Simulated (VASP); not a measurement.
AlN: relaxation of cell and atoms with LDA

Crystal: AlN.

```
CELL_PARAMETERS angstrom
3.09088 0.00000 0.00000
-1.54544 2.67678 0.00000
0.00000 0.00000 4.94680
ATOMIC_POSITIONS crystal
Al 0.33333 0.66667 0.99905
Al 0.66667 0.33333 0.49905
N 0.33333 0.66667 0.38095
N 0.66667 0.33333 0.88095
```

```json
{"Program": "VASP 6.6.1", "Task": "relaxation of cell and atoms", "Functional": "LDA", "Potentials or basis": "VASP PAW LDA potentials, release 64 (Al, N)", "Cutoff": "600 eV", "k mesh": "12 × 12 × 6", "Occupations": "gaussian, width 0.03 eV", "Spin": "no spin polarisation", "Further INCAR settings": "ALGO = Normal; EDIFF = 1e-07; IBRION = 2; EDIFFG = -0.005; NSW = 90; ISIF = 3"}
```

```yaml
Relaxed_volume: 10.24 Å³/atom
Relaxed_cell: a = 3.091 Å, b = 3.091 Å, c = 4.948 Å, α = 90.00°, β = 90.00°, γ = 120.00°
Space_group_after_relaxing_to_0.05_Å: P6_3mc (No. 186)
Energy_gained_by_relaxing: 0.0 meV/atom
Ionic_steps: 3
Pressure_after_relaxing: 0.0 GPa
Band_gap_on_the_k_mesh: 4.40 eV, direct
```

Final structure:
```cif
data_structure
_symmetry_space_group_name_H-M 'P 1'
_symmetry_Int_Tables_number 1
_cell_length_a 3.0913
_cell_length_b 3.0913
_cell_length_c 4.9479
_cell_angle_alpha 90.000
_cell_angle_beta 90.000
_cell_angle_gamma 120.000
_cell_volume 40.95
loop_
_atom_site_label
_atom_site_type_symbol
_atom_site_fract_x
_atom_site_fract_y
_atom_site_fract_z
_atom_site_occupancy
Al1 Al 0.33333 0.66667 0.99903 1
Al2 Al 0.66667 0.33333 0.49903 1
N1 N 0.33333 0.66667 0.38097 1
N2 N 0.66667 0.33333 0.88097 1
```

Levels at points of the mesh, in eV from the valence-band top:
```csv
k point,band 6,band 7,band 8,band 9,band 10,band 11
"(0.00, 0.00, 0.00)",-0.23,-0.23,0.00,4.40,6.71,10.63
"(0.50, 0.00, 0.00)",-2.14,-1.84,-0.71,5.72,5.72,8.25
"(0.00, 0.00, 0.50)",-0.57,-0.57,-0.57,6.59,6.59,10.30
"(0.50, 0.00, 0.50)",-1.51,-1.40,-1.40,5.25,5.25,9.19
```

It took 17 s on 2 MPI ranks on Intel(R) Xeon(R) 6975P-C (Granite Rapids) (shared host), peak memory 0.16 GiB a rank.

A k mesh can miss the band edges. As with any semilocal functional, this LDA gap is likely too small.
